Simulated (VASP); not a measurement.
Here is a VASP 6.6.1 calculation.

The input POSCAR:

```
TiO2
1.0
    4.5998373239      0.0000000000      0.0000000000
    0.0000000000      4.5998373239      0.0000000000
    0.0000000000      0.0000000000      2.9592135600
Ti O
2 4
Direct
    0.0000000000      0.0000000000      0.5000000000
    0.5000000000      0.5000000000      0.0000000000
    0.3043213200      0.3043213200      0.5000000000
    0.1956786800      0.8043213200      0.0000000000
    0.8043213200      0.1956786800      0.0000000000
    0.6956786800      0.6956786800      0.5000000000
```

Contents of INCAR.step1:

```
  PREC = Accurate
  ENCUT = 600
  EDIFF = 1E-8
  ISMEAR = 0
  SIGMA = 0.02
  LREAL = False
  LASPH = True
  NELM = 100
  ALGO = Fast
  ISIF = 3
  LWAVE = False
  LCHARG = False
  GGA = PE
  IBRION = 2
  NSW = 40
  EDIFFG = -0.002
  KPAR = 4
```

Contents of INCAR.step2:

```
  PREC = Accurate
  ENCUT = 600
  EDIFF = 1E-8
  ISMEAR = 0
  SIGMA = 0.02
  LREAL = False
  LASPH = True
  NELM = 100
  ALGO = Fast
  ISIF = 2
  LWAVE = False
  LCHARG = False
  GGA = PE
  IBRION = 8
  NSW = 1
  LEPSILON = True
  KPAR = 4
```

File KPOINTS:

```
Automatic mesh
0
Gamma
  6 6 10
```

Potentials or basis: VASP PAW PBE potentials, release 64 (Ti_sv, O).

Command:

```sh
$ cat potpaw_PBE.64/Ti_sv/POTCAR potpaw_PBE.64/O/POTCAR > POTCAR
$ cp INCAR.step1 INCAR
$ mpirun -np 4 vasp_std > vasp.out
$ cp CONTCAR POSCAR
$ cp INCAR.step2 INCAR
$ mpirun -np 4 vasp_std > vasp.out
```

Estimate the electronic dielectric tensor (diagonal).

7.39, 7.39, 8.98.

Predict the Born charges (mean of the diagonal).

Ti +6.75; O -3.38 e.

Estimate the relaxed cell.

a = 4.645 Å, b = 4.645 Å, c = 2.967 Å, α = 90.00°, β = 90.00°, γ = 90.00°.

What does it give for the space group after relaxing (to 0.05 Å)?

P4_2/mnm (No. 136).

Final structure:
```cif
data_structure
_symmetry_space_group_name_H-M 'P 1'
_symmetry_Int_Tables_number 1
_cell_length_a 4.6446
_cell_length_b 4.6446
_cell_length_c 2.9672
_cell_angle_alpha 90.000
_cell_angle_beta 90.000
_cell_angle_gamma 90.000
_cell_volume 64.01
loop_
_atom_site_label
_atom_site_type_symbol
_atom_site_fract_x
_atom_site_fract_y
_atom_site_fract_z
_atom_site_occupancy
Ti1 Ti 0.00000 0.00000 0.50000 1
Ti2 Ti 0.50000 0.50000 0.00000 1
O1 O 0.30497 0.30497 0.50000 1
O2 O 0.19503 0.80497 0.00000 1
O3 O 0.80497 0.19503 0.00000 1
O4 O 0.69503 0.69503 0.50000 1
```

Caveat: some modes are imaginary.
